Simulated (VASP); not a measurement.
W:

```
W
1.0
    -1.58234    1.58234    1.58234
     1.58234   -1.58234    1.58234
     1.58234    1.58234   -1.58234
W
1
Cartesian
  0.0000 0.0000 0.0000
```

* Program: VASP 6.6.1
* Task: relaxation of cell and atoms
* Functional: AM05
* Potentials or basis: VASP PAW PBE potentials, release 64 (W_sv)
* Cutoff: 600 eV
* k mesh: 12 × 12 × 12
* Occupations: fermi-dirac, width 0.05 eV
* Spin: no spin polarisation

At the start: pressure -4.0 GPa; volume 15.85 Å³/atom.

Where does the relaxation end?

Over 3 steps the energy falls by 2.5 meV/atom and the volume is 15.65 Å³/atom (-1.2 %); space group Im-3m (No. 229, to 0.05 Å).

The path:
```tsv
step	energy change (eV)	largest force (eV/Å)	pressure (GPa)	volume (Å³)
1	0.0000	0.0000	-3.97	15.85
2	0.0299	0.0000	15.73	14.96
3	-0.0025	0.0000	-0.04	15.65
```

Final structure:
```
W
1.0
    -1.57582    1.57582    1.57582
     1.57582   -1.57582    1.57582
     1.57582    1.57582   -1.57582
W
1
Direct
  0.00000 0.00000 0.00000
```

Caveat: the PAW data sets were made with another functional, which shifts forces and pressure a little.
